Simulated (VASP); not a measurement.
Pb:

```xyz
4
Lattice="3.5005 0.0000 0.0000 -1.7503 3.0315 0.0000 0.0000 0.0000 11.4327" Properties=species:S:1:pos:R:3 pbc="T T T"
Pb    0.0000    0.0000    0.0000
Pb    0.0000    0.0000    5.7164
Pb    0.0000    2.0210    2.8582
Pb    1.7503    1.0105    8.5745
```

The cell was built by a generator and needn't be a form met in nature.

| Property | Result |
| --- | --- |
| Program | VASP 6.6.1 |
| Task | relaxation of cell and atoms |
| Functional | RPBE |
| Potentials or basis | VASP PAW PBE potentials, release 64 (Pb_d) |
| Cutoff | 600 eV |
| k mesh | 10 × 10 × 3 |
| Occupations | fermi-dirac, width 0.1 eV |
| Spin | no spin polarisation |

At the start: pressure 3.8 GPa; volume 30.33 Å³/atom.

Where does the relaxation end?

Over 6 steps the energy falls by 31.8 meV/atom and the volume is 33.24 Å³/atom (+9.6 %); space group P6_3/mmc (No. 194, to 0.05 Å).

The path:
```
step  energy change (eV)  largest force (eV/Å)  pressure (GPa)  volume (Å³)
   1              0.0000                0.0000            3.85       121.32
   2             -0.1241                0.0000           -0.45       134.57
   3             -0.1266                0.0000            0.01       132.74
   4             -0.1266                0.0000           -0.05       132.98
   5             -0.1270                0.0000           -0.05       132.98
   6             -0.1274                0.0000           -0.04       132.97
```

Final structure:
```
Pb
1.0
     3.62428    0.00000    0.00000
    -1.81214    3.13872    0.00000
     0.00000    0.00000   11.68924
Pb
4
Direct
  0.00000 0.00000 0.00000
  0.00000 0.00000 0.50000
  0.33333 0.66667 0.25000
  0.66667 0.33333 0.75000
```

Caveat: the PAW data sets were made with another functional, which shifts forces and pressure a little.
